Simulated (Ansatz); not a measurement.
Level of theory: DFT PBE, scalar-relativistic, plane waves, PAW (Ansatz 0.2.0). All cells share a 420 eV cutoff and Γ-centred k meshes spaced at most about 0.3 Å⁻¹ (about 0.25 or finer for metals, 2π included). No spin polarisation.

Each guess is relaxed in cell and atoms at zero pressure, on a coarse mesh first where it starts far from rest and then on a converged one. The steps can't lower the symmetry of the start, but it can rise. Energies are static (0 K, no zero-point motion).

Two unrelaxed guesses for Be2Se:

A.

Space group P6/mmm (No. 191). a = 4.734 Å, b = 4.734 Å, c = 2.641 Å, α = 90.00°, β = 90.00°, γ = 120.00°
| atom | site | symmetry | x | y | z |
| --- | --- | --- | --- | --- | --- |
| Be | 2d | -6m2 | 0.3333 | 0.6667 | 0.5000 |
| Se | 1b | 6/mmm | 0.0000 | 0.0000 | 0.5000 |

B.

Space group Fm-3m (No. 225). a = 5.991 Å, b = 5.991 Å, c = 5.991 Å, α = 90.00°, β = 90.00°, γ = 90.00°
```
atom  site  symmetry       x       y       z
  Be    8c      -43m  0.2500  0.2500  0.7500
  Se    4a      m-3m  0.0000  0.0000  0.0000
```

**Question.** Where do they end, and which end is lower?

**Answer.** A ends lower, by 58 meV/atom. A: P6/mmm at 17.1 Å³/atom → P6/mmm at 13.4 Å³/atom; B: Fm-3m at 17.9 Å³/atom → Fm-3m (anti-fluorite type) at 15.5 Å³/atom. Counting Se atoms around Be (those within 1.25 times the shortest such distance or 1.15 times the sum of covalent radii), the end of A has Be 3 and the end of B has Be 4. The end of A holds Se–Se chains (shortest 2.58 Å); in the end of B the shortest Se–Se distance is 4.04 Å. End of A. Conventional cell: a = 4.247 Å, c = 2.581 Å. Around Be lie 5 Be at 2.45–2.58 Å and 3 Se at 2.45 Å; Se has 6 Be at 2.45 Å and 2 Se at 2.58 Å. End of B. Conventional cell: a = 5.711 Å. Be has 4 Se at 2.47 Å and 6 Be at 2.86 Å; Se has 8 Be at 2.47 Å.

Ends held by symmetry can be saddle points. Neither end is the lowest form computed: that has space group C2/m (No. 12) and lies 0.81 eV/atom below the better end. Even the lowest of the cells shown lies +0.70 eV/atom against the elements. Some candidate types were left out of the draw beforehand, so a known form may be missing.
